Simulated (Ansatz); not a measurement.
# Cu2O (Cuprite): further runs on the relaxed cell

The task here is to estimate one member of a computed series from the others.

The COD entry's cell or inner coordinates are ideal or old and differ from later refinements, so a difference from it is no clean test against experiment.

Program: Ansatz 0.2.0. Level of theory: DFT PBE, scalar-relativistic, plane waves, PAW. These are calculated values, not measurements.

1 further run of the same task is left out (set aside as unsound or not needed).

### The structure to begin with

The structure is cubic, space group Pn-3m (No. 224). The conventional cell has a = 4.298 Å, b = 4.298 Å, c = 4.298 Å, α = 90.00°, β = 90.00°, γ = 90.00°. Cu (site symmetry -3m) is surrounded by 2 O at 1.86 Å. O (site symmetry -43m) has 4 Cu at 1.86 Å as nearest neighbours.

Coordinates:

```cif
data_structure
_symmetry_space_group_name_H-M 'P 1'
_symmetry_Int_Tables_number 1
_cell_length_a 4.2982
_cell_length_b 4.2982
_cell_length_c 4.2982
_cell_angle_alpha 90.000
_cell_angle_beta 90.000
_cell_angle_gamma 90.000
_cell_volume 79.41
loop_
_atom_site_label
_atom_site_type_symbol
_atom_site_fract_x
_atom_site_fract_y
_atom_site_fract_z
_atom_site_occupancy
Cu1 Cu 0.25000 0.25000 0.25000 1
Cu2 Cu 0.25000 0.75000 0.75000 1
Cu3 Cu 0.75000 0.75000 0.25000 1
Cu4 Cu 0.75000 0.25000 0.75000 1
O1 O 0.00000 0.00000 0.00000 1
O2 O 0.50000 0.50000 0.50000 1
```

It is the result of an earlier relaxation at this level (volume 13.23 Å³/atom; gap on the mesh: 0.48 eV).

Set-up of the first run:

input.yaml

```yaml
crystal:
  lattice:
    - [4.2982410556, 0.0, 0.0]
    - [0.0, 4.2982410556, 0.0]
    - [0.0, 0.0, 4.2982410556]
  atoms:
    - { symbol: Cu, position: [0.25, 0.25, 0.25] }
    - { symbol: Cu, position: [0.25, 0.75, 0.75] }
    - { symbol: Cu, position: [0.75, 0.75, 0.25] }
    - { symbol: Cu, position: [0.75, 0.25, 0.75] }
    - { symbol: O, position: [0.0, 0.0, 0.0] }
    - { symbol: O, position: [0.5, 0.5, 0.5] }
basis:
  ecutwfc: 420
kpoints:
  mp_grid: { grid: [8, 8, 8] }
hamiltonian:
  xc: pbesol
scf:
  occupations: { method: gaussian, width: 0.02 }
output:
  forces: true
  stress: true
  eigenvalues: true
relax:
  adjacent_minimum: "off"
  f_tol: 0.005
  max_steps: 50
  cell: { stress_tol: 0.05 }
```

The run is started by

```sh
> ansatz run input.yaml --threads 2 --pin off --max-ram 5120MiB --backend cpu --events-out ev --progress --plain --runs-dir out
```

Among the steps run: Relaxing with PBEsol; Relaxing with LDA; The cell under PBE+D3(BJ).

One table of the session follows, with a row left open; its other results are not shown here.

```
functional  a (Å)  b (Å)  c (Å)  volume (Å³/atom)  gap on the mesh (eV)
       PBE  4.298  4.298  4.298             13.23                  0.48
    PBEsol  4.222  4.222  4.222             12.55                  0.56
       LDA  4.166  4.166  4.166             12.05                  0.71
PBE+D3(BJ)      ?      ?      ?                 ?                     ?
```

**Question.** Estimate the row for PBE+D3(BJ).

The run gave: a (Å): 4.251; b (Å): 4.251; c (Å): 4.251; volume (Å³/atom): 12.81; gap on the mesh (eV): 0.55. In the column «a (Å)» it lies between PBEsol (4.222) and PBE (4.298).

The volumes rise in the order LDA, PBEsol, PBE+D3(BJ), PBE, over 9.8 %. PBE+D3(BJ) comes nearest to the reported cell (-0.6 %), which holds thermal expansion that these runs lack.
